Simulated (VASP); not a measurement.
A run of VASP 6.6.1 is set up as follows.

File INCAR:

```
SYSTEM = AlNi
PREC = Accurate
ENCUT = 520
EDIFF = 1E-6
ISMEAR = 0
SIGMA = 0.1
LREAL = Auto
LASPH = .True.
NELM = 100
ALGO = Fast
ISIF = 2
LWAVE = .False.
LCHARG = .False.
LDIPOL = .True.
IDIPOL = 3
DIPOL = 0.5 0.5 0.500
GGA = PE
IVDW = 12
NBANDS = 66
```

KPOINTS

```
regular mesh
0
Gamma
  5 7 1
  0 0 0
```

File POSCAR:

```
AlNi
1.0
    5.7148460082      0.0000000000      0.0000000000
    0.0000000000      4.0410063658      0.0000000000
    0.0000000000      0.0000000000     23.0615095488
Al Ni
8 8
Direct
    0.0000000000      0.5000000000      0.3685795148
    0.5000000000      0.5000000000      0.3685795148
    0.0000000000      0.0000000000      0.4561931716
    0.5000000000      0.0000000000      0.4561931716
    0.0000000000      0.5000000000      0.5441520777
    0.5000000000      0.5000000000      0.5441520777
    0.0000000000      0.0000000000      0.6357331160
    0.5000000000      0.0000000000      0.6357331160
    0.2500000000      0.0000000000      0.3685795148
    0.7500000000      0.0000000000      0.3685795148
    0.2500000000      0.5000000000      0.4561931716
    0.7500000000      0.5000000000      0.4561931716
    0.2500000000      0.0000000000      0.5426893168
    0.7500000000      0.0000000000      0.5426893168
    0.2500000000      0.5000000000      0.6278720446
    0.7500000000      0.5000000000      0.6278720446
```

Potentials or basis: VASP PAW PBE potentials, release 64 (Al, Ni).

Run with:

```bash
$ cat potpaw_PBE.64/Al/POTCAR potpaw_PBE.64/Ni/POTCAR > POTCAR
$ mpirun -np 1 vasp_std > vasp.out
```

Problem. What does it give for the dispersion energy per atom?

Solution. -0.330 eV.

Problem. What does it give for the band gap on the k mesh?

Solution. None (metal or under the smearing width).

Problem. Predict the largest force.

Solution. 0.579 eV/Å.

Forces on the atoms (eV/Å):
```
Al   0.000  0.000 -0.579
Al   0.000  0.000 -0.579
Al   0.000  0.000 -0.393
Al   0.000  0.000 -0.393
Al   0.000  0.000  0.013
Al   0.000  0.000  0.013
Al   0.000  0.000 -0.018
Al   0.000  0.000 -0.018
Ni   0.000  0.000  0.548
Ni   0.000  0.000  0.548
Ni   0.000  0.000  0.413
Ni   0.000  0.000  0.413
Ni   0.000  0.000  0.008
Ni   0.000  0.000  0.008
Ni   0.000  0.000  0.008
Ni   0.000  0.000  0.008
```

Spin polarisation is off, so any magnetic state and its effect on volume and gap are missing.
